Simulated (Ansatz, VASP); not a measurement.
Given: the input of a run of VASP 6.6.1 on Ag (Silver). 

The input INCAR:

```
SYSTEM = Ag
PREC     = Accurate       ! precision mode
ENCUT    = 520            ! plane-wave cutoff, eV
EDIFF    = 1E-7           ! SCF threshold, eV
ISMEAR   = 0              ! smearing method
SIGMA    = 0.05           ! smearing width, eV
LREAL    = .FALSE.        ! projectors in reciprocal space
LASPH    = .TRUE.         ! aspherical terms in the spheres
NELM     = 60             ! most SCF steps
ALGO     = Normal         ! electronic algorithm
ISIF     = 2              ! what is computed and relaxed
LWAVE    = .FALSE.        ! write WAVECAR
LCHARG   = .FALSE.        ! write CHGCAR
GGA      = PE             ! functional
```

The input KPOINTS:

```
Automatic mesh
0
G
  11 11 11
  0 0 0
```

The input POSCAR:

```
Ag
1.0
    0.0000000000      2.0427500000      2.0427500000
    2.0427500000      0.0000000000      2.0427500000
    2.0427500000      2.0427500000      0.0000000000
Ag
1
Cartesian
    0.0000000000      0.0000000000      0.0000000000
```

Potentials or basis: VASP PAW PBE potentials, release 64 (Ag).

Run with:

```bash
$ cat potpaw_PBE.64/Ag/POTCAR > POTCAR
$ mpirun -np 1 vasp_std > vasp.out
```

Task: Set up the same calculation for Ansatz 0.2.0. Potentials or basis there: Ansatz PAW, cutoff 420 eV.

Result: As run (cutoffs and basis follow the program's own potentials, and thresholds, step limits or extra output files can differ):

Contents of input.yaml:

```yaml
crystal:
  lattice:
    - [0.0, 2.04275, 2.04275]
    - [2.04275, 0.0, 2.04275]
    - [2.04275, 2.04275, 0.0]
  atoms:
    - { symbol: Ag, position: [0.0, 0.0, 0.0] }
hamiltonian:
  xc: pbe
  pseudopotentials: { kind: paw }
kpoints:
  mp_grid: { grid: [11, 11, 11] }
scf:
  occupations: { method: gaussian, width: 0.05 }
output:
  forces: true
  stress: true
  eigenvalues: true
```

Potentials or basis: Ansatz PAW.

Command:

```bash
$ ansatz run input.yaml --threads 2 --pin off --max-ram 5632MiB --backend cpu --events-out ev --progress --plain --runs-dir out
```

Both were run:

|  | VASP | Ansatz |
| --- | --- | --- |
| Pressure | 4.1 GPa | 4.3 GPa |

Ansatz's pressure holds a Pulay term of +0.07 GPa for its cutoff of 420 eV, which the other run lacks.

The potentials hold 11 and 19 valence electrons a cell.

Where Ansatz's input types no cutoff or centring, it takes its own default and a Γ-centred mesh.

Pressure is positive in compression.
